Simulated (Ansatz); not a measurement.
An Ansatz input and the part of its output that reports the observables at the nuclei.

The cell is a COD entry, relaxed with PBE at fixed cell and then changed (volume scaled by 0.98, ions relaxed).

```yaml
crystal:
  lattice:
    - [5.1501995545, 0.0, 0.0]
    - [-2.5750997773, 4.4602036488, 0.0]
    - [0.0, 0.0, 2.8884826334]
  atoms:
    - { symbol: Ta, position: [0.0, 0.0, 0.0], spin: 2.0 }
    - { symbol: Ta, position: [0.3333333333, 0.6666666667, 0.5], spin: 2.0 }
    - { symbol: Ta, position: [0.6666666667, 0.3333333333, 0.5], spin: 2.0 }
    - { symbol: "N", position: [0.5, 0.0, 0.0] }
    - { symbol: "N", position: [0.5, 0.5, 0.0] }
    - { symbol: "N", position: [0.0, 0.5, 0.0] }
magnetization:
  spin_polarized: true
kpoints:
  mp_grid: { grid: [10, 10, 16] }
scf:
  occupations: { method: fermi_dirac, width: 0.05 }
hamiltonian:
  xc: pbe
  pseudopotentials: { kind: paw }
output:
  forces: true
  stress: true
  populations: true
  efg:
    quadrupole_moments_barn: { Ta: 3.17, "N": 0.02044 }
    contact_densities: true
relax:
  f_tol: 0.02
  max_steps: 60
```

```sh
ansatz run input.yaml --threads 1 --pin off --max-ram 3072MiB --backend cpu --events-out ev --progress --plain --runs-dir out
```

The run relaxes the ions first, and the block belongs to the relaxed positions.

Of the output, the block on the nuclei alone is shown; the set-up, the SCF iterations, energies, forces and stress are cut.

```
--- PAW observables at the nuclei: V_zz in 10²¹ V/m², potentials from the cell's mean, atoms counted from 1 ---
  atom   1  Ta V_zz =   -46.616720   η = 0.0000   by run symmetry: allowed   C_q = -3573.1836 MHz
            electrostatic potential = -14499.904457 V   contact ρ = 8154415.479583 e/Å³   contact ρ_s (e/Å³): all electrons +0.000022, valence +0.000017
  atom   2  Ta V_zz =   -39.367301   η = 0.0000   by run symmetry: allowed   C_q = -3017.5138 MHz
            electrostatic potential = -14500.377284 V   contact ρ = 8154476.369598 e/Å³   contact ρ_s (e/Å³): all electrons -0.000000, valence -0.000007
  atom   3  Ta V_zz =   -39.367301   η = 0.0000   by run symmetry: allowed   C_q = -3017.5138 MHz
            electrostatic potential = -14500.377284 V   contact ρ = 8154476.369598 e/Å³   contact ρ_s (e/Å³): all electrons -0.000000, valence -0.000007
  atom   4  N  V_zz =    +2.997317   η = 0.7904   by run symmetry: allowed   C_q = +1.4814 MHz
            electrostatic potential = -529.567792 V   contact ρ = 1414.582558 e/Å³   contact ρ_s (e/Å³): all electrons +0.000003, valence +0.000004
  atom   5  N  V_zz =    +2.997317   η = 0.7904   by run symmetry: allowed   C_q = +1.4814 MHz
            electrostatic potential = -529.567792 V   contact ρ = 1414.582558 e/Å³   contact ρ_s (e/Å³): all electrons +0.000003, valence +0.000004
  atom   6  N  V_zz =    +2.997317   η = 0.7904   by run symmetry: allowed   C_q = +1.4814 MHz
            electrostatic potential = -529.567792 V   contact ρ = 1414.582558 e/Å³   contact ρ_s (e/Å³): all electrons +0.000003, valence +0.000004
```

The relaxation (1 step) took 30 s of wall time (30 s of CPU time) and 0.83 GiB at its peak, on 1 thread of Intel Xeon 6975P-C (Granite Rapids) (x86_64; 16 cores open to the job, memory cap 3.0 GiB, no GPU), a shared host with a load of 0.5 a core.

With no gap above 0.1 eV, as in a metal, the gradients converge slowly in k; expect changes of a tenth or more on a denser mesh. Without spin–orbit coupling the gradients at and beside Ta can be off by some per cent, at some sites by more. With these PAW files V_zz is typically within 2 to 3 % of all-electron values, but misses above 10 % occur on Ta. At this changed cell the PBE pressure is 18 GPa. The start moments die out, and the run ends without spin.
